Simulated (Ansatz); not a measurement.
Born–Oppenheimer molecular dynamics of a periodic cell of 16 atoms, WC (start crystal WC, start structure P-6m2, volume 1.05 times the crystal's). It starts from a structure without forces on its atoms.

Computed with DFT PBE, scalar-relativistic, plane waves, PAW (Ansatz). Settings: PAW set soft_1, cutoff 420 eV, k mesh 3x3x3, fermi-dirac smearing 0.3 eV, no spin polarisation.

- ensemble: NVT, Langevin thermostat
- time step: 1.12 fs
- steps asked: 200
- set temperature: 3500 K
- friction: 0.02 /fs
- seed: 466782

First frame:

```xyz
16
Lattice="-2.8902 -5.0060 0.0000 4.3353 -2.5030 0.0000 0.0000 0.0000 5.6775" Properties=species:S:1:pos:R:3
W 0.000 -5.006 0.000
C 1.445 -4.172 1.419
W 0.000 -5.006 2.839
C 1.445 -4.172 4.258
W -1.445 -2.503 0.000
C 0.000 -1.669 1.419
W -1.445 -2.503 2.839
C 0.000 -1.669 4.258
W 1.445 -2.503 0.000
C 2.890 -1.669 1.419
W 1.445 -2.503 2.839
C 2.890 -1.669 4.258
W 0.000 0.000 0.000
C -1.445 -4.172 1.419
W 0.000 0.000 2.839
C -1.445 -4.172 4.258
```

(1) What does the run give?

(2) What happens to the structure?

(3) How do temperature and energy run in time?

## Answers

(1) All steps were run.

```yaml
steps_done: 200
time_covered: 224 fs
mean_temperature_over_the_second_half: 3407 K
spread_of_the_potential_energy_over_the_second_half: 70.1 meV per atom
mean_potential_energy_of_the_second_half_above_the_start: 420.5 meV per atom
```

A run of 0.22 ps of so small a system gives no equilibrium averages. Limits of this set-up: coarse k mesh.

(2) Mean squared displacements from the first frame to the last, about the centre of mass: W 0.03 Å², C 0.05 Å². The details hang on the random start.

(3) 
| time (fs) | T (K) | potential energy less start (eV) |
| --- | --- | --- |
| 0 | 3281 | 0.000 |
| 6.72 | 2233 | 1.649 |
| 13.44 | 1510 | 3.425 |
| 20.16 | 2022 | 3.185 |
| 26.88 | 2016 | 2.791 |
| 33.6 | 2468 | 3.778 |
| 40.32 | 2059 | 5.481 |
| 47.04 | 1982 | 5.634 |
| 53.76 | 1800 | 5.555 |
| 60.48 | 2183 | 6.352 |
| 67.2 | 1985 | 6.587 |
| 73.92 | 3786 | 5.297 |
| 80.64 | 3665 | 6.795 |
| 87.36 | 3915 | 8.300 |
| 94.08 | 3482 | 8.432 |
| 100.8 | 3206 | 7.463 |
| 107.52 | 4254 | 7.315 |
| 114.24 | 3680 | 8.881 |
| 120.96 | 2987 | 9.331 |
| 127.68 | 3497 | 7.590 |
| 134.4 | 3880 | 6.552 |
| 141.12 | 3588 | 6.506 |
| 147.84 | 3330 | 7.050 |
| 154.56 | 3477 | 6.512 |
| 161.28 | 4005 | 5.319 |
| 168 | 3234 | 6.210 |
| 174.72 | 3229 | 6.065 |
| 181.44 | 3526 | 4.955 |
| 188.16 | 3362 | 5.809 |
| 194.88 | 3041 | 6.218 |
| 201.6 | 3171 | 6.113 |
| 208.32 | 3321 | 6.195 |
| 215.04 | 3037 | 7.557 |
| 221.76 | 3412 | 7.751 |

The run took 18 min on 2 threads of Intel(R) Xeon(R) CPU @ 2.60GHz (Ice Lake), on a shared host, peak memory 0.76 GiB.
